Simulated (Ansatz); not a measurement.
Equilibrium properties in the simple cubic structure, computed with PBE in Ansatz (plane waves, PAW datasets (generated soft set 1); cutoff 420 eV), no spin polarisation, no spin–orbit coupling, Fermi–Dirac smearing of 0.061 eV, k-spacing 0.06 Å⁻¹:

```json
{"crystal": "Sc", "a₀ (Å)": "2.968", "V₀ (Å³/atom)": "26.15", "B₀ (GPa)": "35"}
{"crystal": "Ti", "a₀ (Å)": "2.641", "V₀ (Å³/atom)": "18.42", "B₀ (GPa)": "78"}
{"crystal": "Cr", "a₀ (Å)": "2.340", "V₀ (Å³/atom)": "12.81", "B₀ (GPa)": "189"}
{"crystal": "Co", "a₀ (Å)": "2.283", "V₀ (Å³/atom)": "11.89", "B₀ (GPa)": "184"}
{"crystal": "Ni", "a₀ (Å)": "2.324", "V₀ (Å³/atom)": "12.56", "B₀ (GPa)": "147"}
{"crystal": "Cu", "a₀ (Å)": "2.406", "V₀ (Å³/atom)": "13.92", "B₀ (GPa)": "103"}
```

(1) Give the same for Mn, Ca, V.

Answers

(1) 
| crystal | a₀ (Å) | V₀ (Å³/atom) | B₀ (GPa) |
| --- | --- | --- | --- |
| Mn | 2.283 | 11.90 | 212 |
| Ca | 3.519 | 43.57 | 10.8 |
| V | 2.449 | 14.69 | 137 |

Model structures, not the usual forms at ambient conditions (metastable or hypothetical): Ca, Sc, Ti, V, Cr, Mn, Co, Ni, Cu. Spin polarisation is left out, and a magnetic state may lie lower for Sc, Cr, Mn, Co, Ni.
